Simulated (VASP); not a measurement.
VASP 6.6.1 run: MgTe

INCAR

```
LCHARG = .FALSE.
NELECT = 15.5
PREC = Accurate
LASPH = .TRUE.
NBANDS = 16
LREAL = .FALSE.
ISYM = 3
SIGMA = 0.02
LWAVE = .FALSE.
EDIFF = 1E-7
ENCUT = 520
ISMEAR = -1
NSW = 0
NELM = 120
IBRION = -1
GGA = PE
ISIF = 2
```

KPOINTS

```
KPOINTS created by Atomic Simulation Environment
0
Gamma
6 6 4
0 0 0
```

POSCAR

```
Mg Te
 1.0000000000000000
     4.5776356442216786    0.0000000000000000   -0.0000000000000000
    -2.2888178221108393    3.9643487571651188    0.0000000000000000
    -0.0000000000000000   -0.0000000000000000    7.4550892654692760
 Mg  Te
   2   2
Cartesian
  0.0000000000000001  2.6428991714434114 -0.0045330795403065
  2.2888178221108388  1.3214495857217057  3.7230115531943304
  0.0000000000000001  2.6428991714434114  2.8001915540912847
  2.2888178221108388  1.3214495857217057  6.5277361868259227
```

The recommended PBE PAW datasets give the neutral cell 16 valence electrons.

Command

```
mpirun -np 1 vasp_std
```

OSZICAR

```
N       E                     dE             d eps       ncg     rms          rms(c)
DAV:   1     0.515581006249E+02    0.51558E+02   -0.47805E+03   672   0.695E+02
DAV:   2    -0.934032359752E+01   -0.60898E+02   -0.56517E+02   984   0.108E+02
DAV:   3    -0.136865007986E+02   -0.43462E+01   -0.43176E+01   920   0.311E+01
DAV:   4    -0.137680255703E+02   -0.81525E-01   -0.81519E-01   880   0.515E+00
DAV:   5    -0.137693796895E+02   -0.13541E-02   -0.13541E-02   936   0.636E-01
```

Standard output (part)

```
POSCAR found type information on POSCAR MgTe
 POSCAR found :  2 types and       4 ions
 LDA part: xc-table for (Slater+PW92), standard interpolation
 POSCAR, INCAR and KPOINTS ok, starting setup
 WAVECAR not read
 entering main loop
|                     _     ____    _    _    _____     _                     |
|                    | |   | |_) | | |  | | | |  __    | |                    |
|                    |_|   |  _ <  | |  | | | | |_ |   |_|                    |
|                     _    | |_) | | |__| | | |__| |    _                     |
|     internal error in CHECK_FULL_KPOINTS: KPOINTS_FULL not properly         |
|     initialised                                                             |
|     If you are not a developer, you should not encounter this problem.      |
|     Please submit a bug report.                                             |
```

VASP stopped with an error.

The cell is charged and sits in a uniform background.

The run took about 17 s on one core of a shared host (Intel Xeon Platinum 8488C) and held 0.22 GiB at most.
